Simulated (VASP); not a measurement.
**A VASP 6.6.1 single-point calculation on LiH**

INCAR

```
NELM = 98
SIGMA = 0.05
PREC = Accurate
NBANDS = 9
NSW = 0
LWAVE = .FALSE.
IBRION = -1
LASPH = .TRUE.
LREAL = .FALSE.
GGA = PE
EDIFF = 1E-7
LCHARG = .FALSE.
ISMEAR = 1
ISIF = 2
ENCUT = 520
```

KPOINTS

```
KPOINTS created by Atomic Simulation Environment
0
Gamma
10 10 10
0 0 0
```

POSCAR

```
Li H
 1.0000000000000000
     0.0000000000000000    2.0029948411000000    2.0029948411000000
     2.0029948411000000    0.0000000000000000    2.0029948411000000
     2.0029948411000000    2.0029948411000000    0.0000000000000000
 Li  H
   1   1
Cartesian
  0.0000000000000000  0.0000000000000000  0.0000000000000000
  2.0029948411000000  2.0029948411000000  2.0029948411000000
```

The recommended PBE PAW datasets give the neutral cell 4 valence electrons.

Command

```
mpirun -np 1 vasp_std
```

How does this run end, and what does it give?

It converged. Results: gap between bands v and c on the k mesh 2.98 eV; least direct gap on the k mesh 2.98 eV; pressure -0.2 GPa. Band v is the last that the valence electrons fill when counted band by band, and c is the next.

OSZICAR

```
N       E                     dE             d eps       ncg     rms          rms(c)
DAV:   1    -0.142678342745E+01   -0.14268E+01   -0.13015E+03   854   0.381E+02
DAV:   2    -0.631461037183E+01   -0.48878E+01   -0.48589E+01  1211   0.567E+01
DAV:   3    -0.636944903740E+01   -0.54839E-01   -0.54823E-01  1024   0.513E+00
DAV:   4    -0.636975537233E+01   -0.30633E-03   -0.30630E-03  1157   0.313E-01
DAV:   5    -0.636976777697E+01   -0.12405E-04   -0.29109E-05  1022   0.213E-02    0.287E+00
DAV:   6    -0.618674620185E+01    0.18302E+00   -0.14831E-01   931   0.120E+00    0.144E+00
DAV:   7    -0.612536675259E+01    0.61379E-01   -0.19326E-01   989   0.155E+00    0.221E-01
DAV:   8    -0.612715510985E+01   -0.17884E-02   -0.43676E-03  1020   0.430E-01    0.458E-02
DAV:   9    -0.612708107633E+01    0.74034E-04   -0.17296E-04  1082   0.502E-02    0.679E-03
DAV:  10    -0.612707574989E+01    0.53264E-05   -0.67260E-06   947   0.186E-02    0.245E-03
DAV:  11    -0.612707504501E+01    0.70488E-06   -0.20548E-07  1220   0.207E-03    0.477E-04
DAV:  12    -0.612707445561E+01    0.58940E-06   -0.67836E-09   561   0.633E-04    0.408E-04
DAV:  13    -0.612707453148E+01   -0.75874E-07   -0.86790E-09   513   0.431E-04
   1 F= -.61270745E+01 E0= -.61270784E+01  d E =0.116321E-04
```

For comparison, a separate PBE run of the intended cell, on usual settings and not on those above, gives a gap of 2.98 eV on its mesh and a pressure of -0.2 GPa.
